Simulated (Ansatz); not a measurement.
Runs of Ansatz 0.2.0 on Ni. The structure is cubic, space group Im-3m (No. 229). Conventional cell: a = 2.767 Å, b = 2.767 Å, c = 2.767 Å, α = 90.00°, β = 90.00°, γ = 90.00°. Ni (site symmetry m-3m) has 8 Ni at 2.40 Å as nearest neighbours. This isn't the form of Ni at room conditions, which is fcc.

```tsv
cell	pressure (GPa)	moment (μB)
relaxed to 5 GPa	5.0	0.57
relaxed to 20 GPa	20.0	0.26
relaxed to 30 GPa	30.0	(b)
relaxed	0.0	(a)
relaxed to 10 GPa	10.0	0.54
```

Alike in all rows: task relaxation of cell and atoms; level PBEsol; potentials or basis all-electron LAPW, scalar-relativistic; spin collinear, ferromagnetic start; k mesh 13 × 13 × 13; smearing fermi-dirac 0.05 eV; basis error allowed 0.001 eV/atom.

Task: Fill in the values left out.

Result: (a) 0.58; (b) 0.20.
